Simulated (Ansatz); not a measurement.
BAs at 35 GPa: from Born charge to LO–TO splitting and polaron coupling

Computed with DFT PBE, scalar-relativistic, plane waves, PAW (Ansatz). Settings: 420 eV plane-wave cutoff, Γ-centred 10×10×10 mesh, fixed occupations. No spin polarisation. Phonons by linear response, acoustic sum rule imposed.

The cell, relaxed at 35 GPa:
```cif
data_structure
_symmetry_space_group_name_H-M 'P 1'
_symmetry_Int_Tables_number 1
_cell_length_a 3.1989
_cell_length_b 3.1989
_cell_length_c 3.1989
_cell_angle_alpha 60.000
_cell_angle_beta 60.000
_cell_angle_gamma 60.000
_cell_volume 23.15
loop_
_atom_site_label
_atom_site_type_symbol
_atom_site_fract_x
_atom_site_fract_y
_atom_site_fract_z
_atom_site_occupancy
B1 B 0.00000 0.00000 0.00000 1
As1 As 0.75000 0.75000 0.75000 1
```

Other phases may be more stable at this pressure. The run warned that the force constants aren't converged on this k mesh, so the frequencies and all that is formed from them are rough.

Linear response gives ν_TO = 811.6 cm⁻¹, Born charges ±0.971 e (positive on As) and ε∞ = 9.302. The primitive cell holds 23.146 Å³, and the masses are 10.810 and 74.922 amu.

Question: Find ν_LO and the static dielectric constant.

Answer: The long-wave field adds a restoring force: ω_LO² − ω_TO² = Z*²e²/(ε_vac ε∞ μV). In these units ν_LO² − ν_TO² = 4.92064×10⁷ Z*²/(μ V ε∞) cm⁻², with μ = m₁m₂/(m₁ + m₂) = 9.447 amu: 22813 cm⁻². So ν_LO = √(811.6² + 22813) = 825.6 cm⁻¹, and the run gives 825.6. Lyddane–Sachs–Teller then gives ε0 = ε∞ (ν_LO/ν_TO)² = 9.62, against 9.62 in the run (it forms both from the same three quantities, so the match checks the arithmetic only). Between ν_TO and ν_LO the dielectric function is negative and an undamped crystal reflects fully: a reststrahlen band from 12.1 to 12.3 μm.

Question: What do the Clausius–Mossotti polarisability and the Szigeti charge come to?

Answer: With the Lorentz local field, α = (3V/4π)(ε∞ − 1)/(ε∞ + 2) = 4.06 Å³ for the pair, and e_S = 3Z*/(ε∞ + 2) = 0.26 e. The Born charge includes the electrons' response to the dipole's own local field, and e_S takes that enhancement out. The Lorentz field assumes point-like polarisable ions, a poor picture once ε∞ is this large, since the electron clouds then overlap or are shared, so both numbers are formal here.

Question: How strongly does a slow electron couple to the LO mode?

Answer: For one isotropic parabolic band, Fröhlich's constant is α_F = (1/ε∞ − 1/ε0) √(m* Ry/ħω_LO), with Ry = 13.606 eV, ħω_LO = 102.4 meV and m* in free-electron masses: α_F = 0.0036 × 11.53 × √m* = 0.04 √m*. The band mass isn't part of this run; for m* = 0.1, 0.3 and 1 it gives 0.01, 0.02, 0.04. In weak coupling the polaron lies α_F ħω_LO below the band edge (2 meV at m* = 0.3) with a mass m*(1 + α_F/6); past α_F of about 5 or 6 that expansion fails. A semilocal functional's ε∞ tends to be too large, which taken alone lowers α_F.

Cost: 1 run of about 0.87 core-minutes, on Intel Xeon Platinum 8259CL (Skylake/Cascade Lake) (shared hosts).

BAs comes out here as a weakly polar, covalent crystal: the lattice adds little to the electronic screening, with ε0 at 9.62 against an ε∞ of 9.302. This isn't because the Born charge vanishes, since at 0.971 e it is sizeable. Rather, stiff, directional sp³ bonds resist the polar displacement, and the easily polarised valence electrons screen the field that separates LO from TO. The high frequencies reflect the same stiff bonds together with boron's low mass.

The positive charge on As reverses the usual III–V assignment. A Born charge measures the polarisation current as atoms move, not a static ionic charge. With two elements so close in electronegativity, the sign probably follows from how the shared B 2p–As 4p bonding charge shifts, with boron's compact 2p shell drawing it towards boron.

The small Fröhlich constant supports weak long-range polar coupling for a slow carrier in a simple band, but not high mobility, because deformation-potential scattering by acoustic and optical phonons can remain strong in a covalent crystal.
